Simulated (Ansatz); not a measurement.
## C: equation of state with PBEsol

**Measured values to compare with.**

“Equation of state of cubic boron nitride at high pressures and temperatures”, 2007, arxiv:cond-mat/0702656 quotes, for a bulk crystal of C: bulk modulus 442 ± 5 GPa.

The system is C.

```
C
1.0
     0.00000    1.78337    1.78337
     1.78337    0.00000    1.78337
     1.78337    1.78337    0.00000
C
2
Direct
  0.75000 0.75000 0.75000
  0.50000 0.50000 0.50000
```

This isn't the form of C at room conditions, which is graphite.

* Program: Ansatz 0.2.0
* Task: equation of state
* Functional: PBEsol
* Potentials or basis: all-electron LAPW, scalar-relativistic
* Basis error allowed: 0.001 eV/atom
* k mesh: 13 × 13 × 13
* Occupations: fermi-dirac, width 0.05 eV
* Spin: no spin polarisation

```yaml
Equilibrium_volume: 5.61 Å³/atom
Bulk_modulus: 450 GPa
Pressure_derivative_of_the_bulk_modulus: 3.7
```

Energy against volume, from the lowest point:
| volume (Å³/atom) | energy (meV/atom) |
| --- | --- |
| 5.332 | 20.45 |
| 5.445 | 6.52 |
| 5.558 | 0.00 |
| 5.672 | 0.22 |
| 5.785 | 6.57 |
| 5.899 | 18.50 |
| 6.012 | 35.51 |

All runs of the series together: 38 s on 1 thread of Arm Neoverse V1 (shared host).

A measured bulk modulus of C is 442 GPa (quoted in “Equation of state of cubic boron nitride at high pressures and temperatures”, 2007, arxiv:cond-mat/0702656); the calculated 450 GPa misses it by +1.9 %. 3 values of this kind are on record (442 to 444.8 GPa); this one was drawn at random among those near their median, those with a stated uncertainty first. The fit is for a static lattice scaled at fixed shape and fixed fractional positions. The cell as given is a measured one (5.67 Å³/atom); PBEsol puts the equilibrium volume -1.1 % from it, thermal expansion not counted.
